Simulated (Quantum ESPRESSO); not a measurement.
## BaTe under changes of volume

One of the cells (39.652 Å³/atom); the others are scaled copies at fixed shape and fractional positions:

```xyz
2
Lattice="0.0000 3.4100 3.4100 3.4100 0.0000 3.4100 3.4100 3.4100 0.0000" Properties=species:S:1:pos:R:3 pbc="T T T"
Ba    0.0000    0.0000    0.0000
Te    3.4100    3.4100    3.4100
```

```yaml
Program: Quantum ESPRESSO 7.5
Functional: r2SCAN
Potentials_or_basis: SG15 PBE 1.2
Cutoff: 952 eV
Density_cutoff: 3810 eV
k_mesh: 4 × 4 × 4
Occupations: fermi-dirac, width 0.05 eV
Spin: no spin polarisation
```

```csv
volume (Å³/atom),energy over the lowest point (meV/atom),pressure (GPa),gap on the mesh (eV)
37.273,109.92,6.8,1.72
38.066,?,?,?
38.859,54.20,4.5,1.83
39.652,34.18,3.6,1.87
40.445,18.75,2.7,1.92
41.238,7.48,1.9,1.96
42.031,0.00,1.1,2.00
```

Task: What does the run at 38.066 Å³/atom give?

Result: Energy over the lowest point 79.27 meV/atom; pressure 5.6 GPa; gap on the mesh 1.78 eV.

Worked out: A Birch-Murnaghan fit of order 3 (a polynomial in V^(-2/3)) to the other rows has no minimum within the range. It gives 79.27 meV/atom at 38.066 Å³/atom, against the run's 79.27, and -dE/dV = 5.6 GPa, against 5.6. A straight line through the other rows of the gap, of slope 2.32 eV per unit of ln V, gives 1.77 eV, against the run's 1.78.

Energies are extrapolated to zero smearing.

Caveats: the potentials were made for another functional, which shifts forces and pressure; spin-orbit coupling is left out, which moves the levels of the heavy elements.

A mesh can miss the band edges.
